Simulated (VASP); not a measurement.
# BaZrS3 (Pnma) in VASP: a series of runs, part 3 of 3

VASP 6.6.1. The steps go on from the part before.

## (6) Relaxation of cell and atoms, r2SCAN

INCAR

```
  PREC = Accurate
  ENCUT = 600
  EDIFF = 1E-6
  ISMEAR = 0
  SIGMA = 0.03
  LREAL = False
  LASPH = True
  NELM = 80
  ALGO = Normal
  ISIF = 3
  LWAVE = False
  LCHARG = False
  METAGGA = R2SCAN
  LMIXTAU = True
  IBRION = 2
  NSW = 90
  EDIFFG = -0.01
  KPAR = 4
```

KPOINTS

```
Automatic mesh
0
Gamma
  4 4 4
```

POSCAR

```
BaZrS3
1.0
    7.1344888100      0.0000000000      0.0000000000
    0.0000000000     10.0418237600      0.0000000000
    0.0000000000      0.0000000000      7.0635613000
Ba Zr S
4 4 12
Direct
    0.0430272500      0.2500000000      0.0087500800
    0.4569727500      0.7500000000      0.5087500800
    0.5430272500      0.2500000000      0.4912499200
    0.9569727500      0.7500000000      0.9912499200
    0.0000000000      0.0000000000      0.5000000000
    0.5000000000      0.0000000000      0.0000000000
    0.5000000000      0.5000000000      0.0000000000
    0.0000000000      0.5000000000      0.5000000000
    0.9941581600      0.2500000000      0.5608972600
    0.5058418400      0.7500000000      0.0608972600
    0.4941581600      0.2500000000      0.9391027400
    0.0058418400      0.7500000000      0.4391027400
    0.2132557900      0.9681785700      0.7866180500
    0.2867442100      0.0318214300      0.2866180500
    0.7132557900      0.5318214300      0.7133819500
    0.7867442100      0.4681785700      0.2133819500
    0.7867442100      0.0318214300      0.2133819500
    0.7132557900      0.9681785700      0.7133819500
    0.2867442100      0.4681785700      0.2866180500
    0.2132557900      0.5318214300      0.7866180500
```

Potentials or basis: VASP PAW PBE potentials, release 64 (Ba_sv, Zr_sv, S).

Run with:

```bash
$ cat potpaw_PBE.64/Ba_sv/POTCAR potpaw_PBE.64/Zr_sv/POTCAR potpaw_PBE.64/S/POTCAR > POTCAR
$ mpirun -np 4 vasp_std > vasp.out
```

Run time: 83 min. Hardware: 4 MPI ranks of AMD EPYC 9R45 (Zen 5), shared host; peak memory 1.6 GiB.

The run converged. Its results:

| Quantity | Value |
| --- | --- |
| Free energy | -335.2868 eV |
| Relaxed volume | 25.27 Å³/atom |
| Relaxed cell | a = 7.129 Å, b = 10.042 Å, c = 7.061 Å, α = 90.00°, β = 90.00°, γ = 90.00° |
| Space group after relaxing (to 0.05 Å) | Pnma (No. 62) |
| Energy gained by relaxing | 0.0 meV/atom |
| Ionic steps | 5 |
| Pressure after relaxing | 0.0 GPa |
| Largest force after relaxing | 0.009 eV/Å |
| Band gap on the k mesh | 1.34 eV, indirect (least direct gap 1.35 eV) |

Forces on the atoms (eV/Å):
```
Ba   0.000  0.000  0.002
Ba   0.000  0.000  0.002
Ba   0.000  0.000 -0.002
Ba   0.000  0.000 -0.002
Zr   0.000  0.000  0.000
Zr   0.000  0.000  0.000
Zr   0.000  0.000  0.000
Zr   0.000  0.000  0.000
S    0.009  0.000 -0.002
S   -0.009  0.000 -0.002
S    0.009  0.000  0.002
S   -0.009  0.000  0.002
S   -0.001  0.002 -0.003
S    0.001 -0.002 -0.003
S   -0.001 -0.002  0.003
S    0.001  0.002  0.003
S    0.001 -0.002  0.003
S   -0.001  0.002  0.003
S    0.001  0.002 -0.003
S   -0.001 -0.002 -0.003
```

The path:
```tsv
step	energy change (eV)	largest force (eV/Å)	pressure (GPa)	volume (Å³)
1	0.0000	0.0194	-0.08	506.06
2	-0.0002	0.0185	0.06	505.09
3	-0.0002	0.0186	0.02	505.37
4	-0.0003	0.0157	0.02	505.40
5	-0.0006	0.0092	0.00	505.50
```

Final structure:
```cif
data_structure
_symmetry_space_group_name_H-M 'P 1'
_symmetry_Int_Tables_number 1
_cell_length_a 7.1287
_cell_length_b 10.0422
_cell_length_c 7.0612
_cell_angle_alpha 90.000
_cell_angle_beta 90.000
_cell_angle_gamma 90.000
_cell_volume 505.50
loop_
_atom_site_label
_atom_site_type_symbol
_atom_site_fract_x
_atom_site_fract_y
_atom_site_fract_z
_atom_site_occupancy
Ba1 Ba 0.04330 0.25000 0.00898 1
Ba2 Ba 0.45670 0.75000 0.50898 1
Ba3 Ba 0.54330 0.25000 0.49102 1
Ba4 Ba 0.95670 0.75000 0.99102 1
Zr1 Zr 0.00000 0.00000 0.50000 1
Zr2 Zr 0.50000 0.00000 0.00000 1
Zr3 Zr 0.50000 0.50000 0.00000 1
Zr4 Zr 0.00000 0.50000 0.50000 1
S1 S 0.99476 0.25000 0.56059 1
S2 S 0.50524 0.75000 0.06060 1
S3 S 0.49476 0.25000 0.93941 1
S4 S 0.00524 0.75000 0.43940 1
S5 S 0.21345 0.96826 0.78645 1
S6 S 0.28655 0.03174 0.28645 1
S7 S 0.71345 0.53174 0.71355 1
S8 S 0.78655 0.46826 0.21355 1
S9 S 0.78655 0.03174 0.21355 1
S10 S 0.71345 0.96826 0.71355 1
S11 S 0.28655 0.46826 0.28645 1
S12 S 0.21345 0.53174 0.78645 1
```

Levels at points of the mesh, in eV from the valence-band top:
| k point | band 76 | band 77 | band 78 | band 79 | band 80 | band 81 | band 82 | band 83 | band 84 | band 85 |
| --- | --- | --- | --- | --- | --- | --- | --- | --- | --- | --- |
| (0.00, 0.00, 0.00) | -0.16 | -0.08 | -0.07 | -0.04 | -0.01 | 1.34 | 1.41 | 1.47 | 1.60 | 2.83 |
| (0.50, 0.00, 0.00) | -0.56 | -0.48 | -0.48 | -0.23 | -0.23 | 2.36 | 2.36 | 2.51 | 2.51 | 2.81 |
| (0.00, 0.50, 0.00) | -0.30 | -0.26 | -0.26 | -0.14 | -0.14 | 1.51 | 1.51 | 2.38 | 2.38 | 2.48 |
| (0.50, 0.50, 0.00) | -0.59 | -0.33 | -0.33 | -0.33 | -0.33 | 2.77 | 2.77 | 2.77 | 2.77 | 2.86 |
| (0.00, 0.00, 0.50) | -0.52 | -0.45 | -0.45 | -0.27 | -0.27 | 2.41 | 2.41 | 2.50 | 2.50 | 2.71 |
| (0.50, 0.00, 0.50) | -0.44 | -0.39 | -0.39 | 0.00 | 0.00 | 1.47 | 1.47 | 2.81 | 2.81 | 2.92 |
| (0.00, 0.50, 0.50) | -0.40 | -0.35 | -0.35 | -0.28 | -0.28 | 2.72 | 2.72 | 2.74 | 2.74 | 2.76 |
| (0.50, 0.50, 0.50) | -0.94 | -0.34 | -0.34 | -0.34 | -0.34 | 2.50 | 2.50 | 2.50 | 2.50 | 2.96 |

Caveat: the PAW data sets were made with another functional, which shifts forces and pressure a little; spin-orbit coupling is left out, which moves the levels of the heavy elements. A k mesh can miss the band edges.

## (7) Summary

| level | potentials or basis | k mesh | cutoff (eV) | mesh quality | gap on the mesh (eV) | pressure (GPa) | relaxed volume (Å³/atom) |
| --- | --- | --- | --- | --- | --- | --- | --- |
| LDA | VASP PAW LDA potentials, release 64 (Ba_sv, Zr_sv, S) | 4 × 4 × 4 | 600 | not flagged | 0.84 | 0.0 | 23.86 |
| PBE | VASP PAW PBE potentials, release 64 (Ba_sv, Zr_sv, S) | 2 × 2 × 2 | 300 | coarse | 1.04 | 0.0 | 25.38 |
| r2SCAN | VASP PAW PBE potentials, release 64 (Ba_sv, Zr_sv, S) | 4 × 4 × 4 | 600 | not flagged | 1.34 | 0.0 | 25.27 |

Alike in all rows: task relaxation of cell and atoms; no spin polarisation; cell relaxed; smearing gaussian 0.03 eV.

Caveats: some runs use coarse meshes; spin-orbit coupling is left out, which moves the levels of the heavy elements; the cutoff is under 1.25 times the usual one of these potentials, so pressure, stress and relaxed cells hold a basis-set (Pulay) error (some runs); the PAW data sets were made with another functional, which shifts forces and pressure a little (some runs).

Total energies depend on the potentials used, so only differences within one code and one set of settings carry meaning.
